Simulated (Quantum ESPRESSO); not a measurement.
A run of Quantum ESPRESSO 7.5:

Contents of pw.in:

```
&CONTROL
  calculation = 'scf'
  prefix = 'pwscf'
  outdir = './tmp'
  pseudo_dir = './pseudo'
  tprnfor = .true.
  tstress = .true.
  disk_io = 'nowf'
/
&SYSTEM
  ibrav = 0
  nat = 2
  ntyp = 1
  ecutwfc = 44
  nbnd = 10
  occupations = 'smearing'
  smearing = 'fd'
  degauss = 0.00367493
/
&ELECTRONS
  conv_thr = 4d-10
  electron_maxstep = 120
  mixing_beta = 0.5
/
ATOMIC_SPECIES
P     30.9738 P.upf
CELL_PARAMETERS angstrom
   1.7115990000    0.9388250000    3.1252830000
  -1.7591670000    0.9405990000    3.1509480000
  -0.0222470000   -2.0122100000    3.1803890000
ATOMIC_POSITIONS crystal
P      0.7729197500    0.7729197500    0.7729197500
P      0.2270802500    0.2270802500    0.2270802500
K_POINTS automatic
6 6 6 0 0 0
```

Potentials or basis: PseudoDojo 0.4.1 SR PBE standard.

Launch:

```sh
$ OMP_NUM_THREADS=2 pw.x -in pw.in > pw.out
```

Hardware: 2 threads of Arm Neoverse V2 (shared host).

Q: Estimate the wall time of this run.

A: Run time: 12 s on 2 threads of Arm Neoverse V2, with other jobs on the host, peak memory 0.05 GiB. Counts: scf iterations 7, bands 10, k points 112, g dense 8575.
